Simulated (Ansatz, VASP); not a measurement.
**Nb in VASP and in Ansatz**

The input INCAR:

```
PREC = Accurate
ENCUT = 520
EDIFF = 1E-8
ISMEAR = -1
SIGMA = 0.08
LREAL = False
LASPH = True
NELM = 80
ALGO = Normal
ISIF = 2
LWAVE = False
LCHARG = False
GGA = PS
LEFG = True
NBANDS = 12
```

The input KPOINTS:

```
Automatic mesh
0
Gamma
  13 13 13
```

The input POSCAR:

```
Nb
1.0
    0.0000000000      2.0718246199      2.0718246199
    2.0718246199      0.0000000000      2.0718246199
    2.0718246199      2.0718246199      0.0000000000
Nb
1
Direct
    0.0000000000      0.0000000000      0.0000000000
```

Input for Ansatz:

```yaml
crystal:
  lattice:
    - [0.0, 2.0718246199, 2.0718246199]
    - [2.0718246199, 0.0, 2.0718246199]
    - [2.0718246199, 2.0718246199, 0.0]
  atoms:
    - { symbol: Nb, position: [0.0, 0.0, 0.0] }
kpoints:
  mp_grid: { grid: [13, 13, 13] }
scf:
  occupations: { method: fermi_dirac, width: 0.08 }
hamiltonian:
  xc: pbesol
  pseudopotentials: { kind: paw }
output:
  forces: true
  stress: true
  eigenvalues: true
  efg: { contact_densities: true }
```

Change from the starting cell: volume scaled by 0.94, PAW files.

Alike in both runs: task electric field gradients; functional PBEsol; k mesh 13 × 13 × 13; occupations fermi-dirac, width 0.08 eV; no spin polarisation.

|  | VASP | Ansatz |
| --- | --- | --- |
| version | VASP 6.6.1 | Ansatz 0.2.0 |
| potentials or method | VASP PAW PBE potentials, release 64 (Nb_sv) | PAW with Ansatz's default frozen-core files, scalar-relativistic |
| plane-wave cutoff (eV) | 520 | 420 |
| valence electrons in the cell | 13 | 13 |

VASP gave:

- pressure (GPa): 3.6
- Vzz of the field gradient on the site that differs most (V/Å²): 0.0

Task: What did Ansatz give for the same quantities?

Result: Pressure (GPa): 3.9; Vzz of the field gradient on the site that differs most (V/Å²): 0.0.

Ansatz warned: «gradients_without_spin_orbit».

Caveats: the PAW data sets were made with another functional, which shifts forces and pressure a little (VASP).
